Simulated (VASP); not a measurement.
# Sr (P6_3/mmc) in VASP: a series of runs

Runs on Sr. Level: PBE. Tasks: single point.

Everything below comes from runs of VASP 6.6.1. Logs are shortened: lines on timing, memory, paths and dates and some standing lists are left out, and cuts for length are marked.

## (1) The structure

It takes space group P6_3/mmc (No. 194, hexagonal). The conventional cell has a = 4.310 Å, b = 4.310 Å, c = 7.050 Å, α = 90.00°, β = 90.00°, γ = 120.00°. Sr (site symmetry -6m2) is surrounded by 12 Sr at 4.31 Å.

This isn't the form of Sr at room conditions, which is fcc.

## (2) Single point, PBE

INCAR

```
SYSTEM = Sr
  ADDGRID = .False.
  ALGO = Normal
  EDIFF = 1E-6
  ENCUT = 500
  GGA = PE
  ISIF = 2
  ISMEAR = 0
  LASPH = .True.
  LCHARG = .False.
  LREAL = .False.
  LWAVE = .False.
  NBANDS = 17
  NELM = 100
  PREC = Accurate
  SIGMA = 0.15
```

KPOINTS

```
k-points
0
Gamma
  3 3 2
  0 0 0
```

POSCAR

```
Sr
1.0
    4.3100000000      0.0000000000      0.0000000000
   -2.1550000000      3.7325694903      0.0000000000
    0.0000000000      0.0000000000      7.0500000000
Sr
2
Direct
    0.6432960000      0.3178180000      0.7464440000
    0.3199860000      0.6535770000      0.2508690000
```

Potentials or basis: VASP PAW PBE potentials, release 64 (Sr_sv).

Launch:

```
$ cat potpaw_PBE.64/Sr_sv/POTCAR > POTCAR
$ mpirun -np 1 vasp_std > vasp.out
```

OUTCAR:

```text
SYSTEM = Sr
   EDIFF = 1E-6
   ENCUT = 500
   GGA = PE
   ISIF = 2
   ISMEAR = 0
   LASPH = .True.
   LREAL = .False.
   NELM = 100
   PREC = Accurate

 Found     10 irreducible k-points:

 Following reciprocal coordinates:
            Coordinates               Weight
  0.000000  0.000000  0.000000      1.000000
  0.333333  0.000000  0.000000      2.000000
  0.000000  0.333333  0.000000      2.000000
 -0.333333  0.333333  0.000000      2.000000
  0.333333  0.333333  0.000000      2.000000
  0.000000  0.000000  0.500000      1.000000
   k-points           NKPTS =     10   k-points in BZ     NKDIM =     10   number of bands    NBANDS=     17
   number of dos      NEDOS =    301   number of ions     NIONS =      2
   total plane-waves  NPLWV =  55296
   dimension x,y,z NGX =    32 NGY =   32 NGZ =   54
   dimension x,y,z NGXF=    64 NGYF=   64 NGZF=  108
   ions per type =               2
   NGX,Y,Z   is equivalent  to a cutoff of  12.34, 12.34, 12.73 a.u.
   NGXF,Y,Z  is equivalent  to a cutoff of  24.69, 24.69, 25.47 a.u.
 SYSTEM =  Sr
   PREC   = accura    normal or accurate (medium, high low for compatibility)
   ISTART =      0    job   : 0-new  1-cont  2-samecut
   ICHARG =      2    charge: 1-file 2-atom 10-const
   ISPIN  =      1    spin polarized calculation?
   LNONCOLLINEAR =      F non collinear calculations
   LSORBIT =      F    spin-orbit coupling
   LASPH  =      T    aspherical Exc in radial PAW
   ENCUT  =  500.0 eV  36.75 Ry    6.06 a.u.   7.86  7.86 12.85*2*pi/ulx,y,z
   NELM   =    100;   NELMIN=  2; NELMDL= -5     # of ELM steps
   EDIFF  = 0.1E-05   stopping-criterion for ELM
   LREAL  =      F    real-space projection
   EDIFFG = 0.1E-04   stopping-criterion for IOM
   NSW    =      0    number of steps for IOM
   IBRION =     -1    ionic relax: 0-MD 1-quasi-New 2-CG
   NFREE  =      0    steps in history (QN), initial steepest desc. (CG)
   ISIF   =      2    stress and relaxation
   ISYM   =      2    0-nonsym 1-usesym 2-fastsym
   POTIM  = 0.5000    time-step for ionic-motion
   TEBEG  =    0.0;   TEEND  =   0.0 temperature during run
   PSTRESS=    0.0 pullay stress
   NELECT =      20.0000    total number of electrons
   NUPDOWN=      -1.0000    fix difference up-down
   EMIN   =  10.00;   EMAX   =-10.00  energy-range for DOS
   EFERMI =   0.00;   METHOD = LEGACY
   ISMEAR =     0;   SIGMA  =   0.15  broadening in eV -4-tet -1-fermi 0-gaus
   EFERMI_NEDOS =   21; number of points for ismear=-14 and -15
   IALGO  =     38    algorithm
   IMIX   =      4    mixing-type and parameters
     AMIX     =   0.40;   BMIX     =  1.00
     AMIX_MAG =   1.60;   BMIX_MAG =  1.00
  volume/ion in A,a.u.               =      56.71       382.68
  Fermi-wavevector in a.u.,A,eV,Ry     =   0.918037  1.734838 11.466874  0.842791
  Thomas-Fermi vector in A             =   2.043073
   LORBIT       =      0    0 simple, 1 ext, 2 COOP (PROOUT), +10 PAW based schemes
   GGA     = PE    functional components
   LHFCALC =     F    Hartree Fock is set to
   AEXX    =    0.0000 exact exchange contribution
   IVDW    =     0    specifies the selected vdW correction
   LEPSILON=     F    determine dielectric tensor
   LRPA    =     F    only Hartree local field effects (RPA)
 non-spin polarized calculation
 Gauss-broadening in eV      SIGMA  =   0.15
  energy-cutoff  :      500.00
  volume of cell :      113.42
 maximum number of plane-waves:      2910
   NGX = 15   NGY = 15   NGZ = 25

 number of electron      20.0000000 magnetization

 Free energy of the ion-electron system (eV)
  ---------------------------------------------------
  ext. energy  EPLUGINS =         0.00000000
  ---------------------------------------------------
  free energy    TOTEN  =        -3.05737744 eV

  energy without entropy =       -2.97684547  energy(sigma->0) =       -3.01711145

 E-fermi :   1.5341     XC(G=0):  -7.2532

 val. band max:        1.5263540423   @ k =   0.3333   0.0000   0.0000
 cond. band min:       1.5369386375   @ k =   0.0000   0.3333   0.0000
 fundamental gap:      0.0105845952
 Fermi energy:         1.5340869814

 k-point     1 :       0.0000    0.0000    0.0000
  band No.  band energies     occupation
      1     -35.1642      2.00000
      2     -35.1522      2.00000
      3     -17.2340      2.00000
      4     -17.0849      2.00000
      5     -17.0834      2.00000
      6     -17.0609      2.00000
[... 9 lines left out ...]
     16       4.1802      0.00000
     17       4.6437      0.00000

 k-point     2 :       0.3333    0.0000    0.0000
  band No.  band energies     occupation
      1     -35.1557      2.00000
      2     -35.1486      2.00000
      3     -17.1860      2.00000
      4     -17.1844      2.00000
      5     -17.1604      2.00000
      6     -17.1148      2.00000
[... 9 lines left out ...]
     16       4.9163      0.00000
     17       5.0924      0.00000

 k-point     3 :       0.0000    0.3333    0.0000
  band No.  band energies     occupation
      1     -35.1556      2.00000
      2     -35.1488      2.00000
      3     -17.1858      2.00000
      4     -17.1828      2.00000
      5     -17.1604      2.00000
      6     -17.1144      2.00000
[... 9 lines left out ...]
     16       4.9421      0.00000
     17       5.1259      0.00000

 k-point     4 :      -0.3333    0.3333    0.0000
  band No.  band energies     occupation
      1     -35.1555      2.00000
      2     -35.1488      2.00000
      3     -17.1858      2.00000
      4     -17.1820      2.00000
      5     -17.1604      2.00000
      6     -17.1143      2.00000
[... 9 lines left out ...]
     16       4.9554      0.00000
     17       5.1039      0.00000

 k-point     5 :       0.3333    0.3333    0.0000
  band No.  band energies     occupation
      1     -35.1494      2.00000
      2     -35.1489      2.00000
      3     -17.1908      2.00000
      4     -17.1668      2.00000
      5     -17.1668      2.00000
      6     -17.1396      2.00000
[... 9 lines left out ...]
     16       4.9994      0.00000
     17       5.0481      0.00000

 k-point     6 :       0.0000    0.0000    0.5000
  band No.  band energies     occupation
      1     -35.1587      2.00000
      2     -35.1577      2.00000
      3     -17.1525      2.00000
      4     -17.1432      2.00000
      5     -17.0731      2.00000
      6     -17.0731      2.00000
[... 9 lines left out ...]
     16       3.7775      0.00000
     17       5.5763      0.00000

 [... further k-points ...]

------------------------ aborting loop because EDIFF is reached ----------------------------------------

  FORCE on cell =-STRESS in cart. coord.  units (eV):
  Direction    XX          YY          ZZ          XY          YZ          ZX
  --------------------------------------------------------------------------------------
  -------------------------------------------------------------------------------------
  Total       -0.3005703     -0.2900451      0.0615526     -0.0219203      0.0001594      0.0008239
  in kB       -4.2460232     -4.0973387      0.8695265     -0.3096581      0.0022511      0.0116384
  external PRESSURE =      -2.4912785 kB  Pullay stress =       0.0000000 kB

 VOLUME and BASIS-vectors are now :
 -----------------------------------------------------------------------------
  energy-cutoff  :      500.00
  volume of cell :      113.42
      direct lattice vectors                 reciprocal lattice vectors
     4.310000000  0.000000000  0.000000000     0.232018561  0.133955979  0.000000000
    -2.155000000  3.732569490  0.000000000     0.000000000  0.267911958  0.000000000
     0.000000000  0.000000000  7.050000000     0.000000000  0.000000000  0.141843972

 POSITION                                       TOTAL-FORCE (eV/Angst)
 -----------------------------------------------------------------------------------
      2.08771      1.18628      5.26243         0.011171      0.002280      0.025914
     -0.02932      2.43952      1.76863        -0.011171     -0.002280     -0.025914
 -----------------------------------------------------------------------------------
    total drift:                                0.000001     -0.000001      0.000000

  FREE ENERGIE OF THE ION-ELECTRON SYSTEM (eV)
  ---------------------------------------------------
  free  energy   TOTEN  =        -3.0573774384 eV

  energy  without entropy=       -2.9768454650  energy(sigma->0) =       -3.01711145
```

Wall time 8 s (1 thread of Intel Xeon 6975P-C (Granite Rapids), shared host); peak memory 0.22 GiB.

The run converged, but some of its settings lie outside the range that counts as converged, so its numbers aren't taken as properties of the crystal.

Results:

| Item | Value |
| --- | --- |
| Free energy | -3.0574 eV |
| Pressure | -0.2 GPa |
| Largest force | 0.028 eV/Å |
| Band gap on the k mesh | none (metal or under the smearing width) |

Caveat: the k mesh is coarse (spacing up to 0.56 Å⁻¹), so the values aren't converged.

## (3) Single point, PBE

Edit INCAR of step 2 so:

```diff
@@ -4,3 +4,3 @@
   EDIFF = 1E-6
-  ENCUT = 500
+  ENCUT = 350
   GGA = PE
```

KPOINTS

```
k-points
0
Gamma
  4 4 2
  0 0 0
```

POSCAR

```
Sr
1.0
    4.3100000000      0.0000000000      0.0000000000
   -2.1550000000      3.7325694903      0.0000000000
    0.0000000000      0.0000000000      7.0500000000
Sr
2
Direct
    0.6666666667      0.3333333333      0.7500000000
    0.3333333333      0.6666666667      0.2500000000
```

Potentials or basis: VASP PAW PBE potentials, release 64 (Sr_sv).

Launch:

```
$ cat potpaw_PBE.64/Sr_sv/POTCAR > POTCAR
$ mpirun -np 1 vasp_std > vasp.out
```

Wall time 4.7 s (1 thread of Intel Xeon 6975P-C (Granite Rapids), shared host); peak memory 0.18 GiB.

These settings aren't checked as converged: the numbers below hold their error.

Results:

- Free energy: -3.2925 eV
- Pressure: -0.2 GPa
- Band gap on the k mesh: none (metal or under the smearing width)

Caveat: the k mesh is coarse (spacing up to 0.45 Å⁻¹), so the values aren't converged.

## (4) Single point, PBE

INCAR is that of step 3.

KPOINTS is that of step 3.

POSCAR

```
Sr
1.0
    4.3100000000      0.0000000000      0.0000000000
   -2.1550000000      3.7325694903      0.0000000000
    0.0000000000      0.0000000000      7.0500000000
Sr
2
Direct
    0.6432960000      0.3178180000      0.7464440000
    0.3199860000      0.6535770000      0.2508690000
```

Launch:

```
$ cat potpaw_PBE.64/Sr_sv/POTCAR > POTCAR
$ mpirun -np 1 vasp_std > vasp.out
```

Wall time 9.3 s (1 thread of Intel Xeon 6975P-C (Granite Rapids), shared host); peak memory 0.18 GiB.

These settings aren't checked as converged: the numbers below hold their error.

Results:

```
Free energy            : -3.2916 eV
Pressure               : -0.2 GPa
Largest force          : 0.045 eV/Å
Band gap on the k mesh : none (metal or under the smearing width)
```

Caveat: the k mesh is coarse (spacing up to 0.45 Å⁻¹), so the values aren't converged.

## (5) Single point, PBE

Edit INCAR of step 4 so:

```diff
@@ -4,3 +4,3 @@
   EDIFF = 1E-6
-  ENCUT = 350
+  ENCUT = 300
   GGA = PE
```

KPOINTS

```
k-points
0
Gamma
  4 4 3
  0 0 0
```

POSCAR

```
Sr
1.0
    4.3100000000      0.0000000000      0.0000000000
   -2.1550000000      3.7325694903      0.0000000000
    0.0000000000      0.0000000000      7.0500000000
Sr
2
Direct
    0.6666666667      0.3333333333      0.7500000000
    0.3333333333      0.6666666667      0.2500000000
```

Launch:

```
$ cat potpaw_PBE.64/Sr_sv/POTCAR > POTCAR
$ mpirun -np 1 vasp_std > vasp.out
```

Run time: 3.7 s. Hardware: 1 thread of Intel Xeon 6975P-C (Granite Rapids), shared host; peak memory 0.14 GiB.

These settings aren't checked as converged: the numbers below hold their error.

Results:

```yaml
Free_energy: -3.3170 eV
Pressure: -0.3 GPa
Band_gap_on_the_k_mesh: none (metal or under the smearing width)
```

Caveat: the k mesh is coarse (spacing up to 0.42 Å⁻¹), so the values aren't converged.

## (6) Single point, PBE

INCAR is that of step 5.

KPOINTS is that of step 5.

POSCAR

```
Sr
1.0
    4.3100000000      0.0000000000      0.0000000000
   -2.1550000000      3.7325694903      0.0000000000
    0.0000000000      0.0000000000      7.0500000000
Sr
2
Direct
    0.6432960000      0.3178180000      0.7464440000
    0.3199860000      0.6535770000      0.2508690000
```

Potentials or basis: VASP PAW PBE potentials, release 64 (Sr_sv).

Launch:

```
$ cat potpaw_PBE.64/Sr_sv/POTCAR > POTCAR
$ mpirun -np 1 vasp_std > vasp.out
```

Run time: 6.6 s. Hardware: 1 thread of Intel Xeon 6975P-C (Granite Rapids), shared host; peak memory 0.15 GiB.

The run converged, but some of its settings lie outside the range that counts as converged, so its numbers aren't taken as properties of the crystal.

Results:

```
Free energy            : -3.3161 eV
Pressure               : -0.3 GPa
Largest force          : 0.047 eV/Å
Band gap on the k mesh : none (metal or under the smearing width)
```

Caveat: the k mesh is coarse (spacing up to 0.42 Å⁻¹), so the values aren't converged.
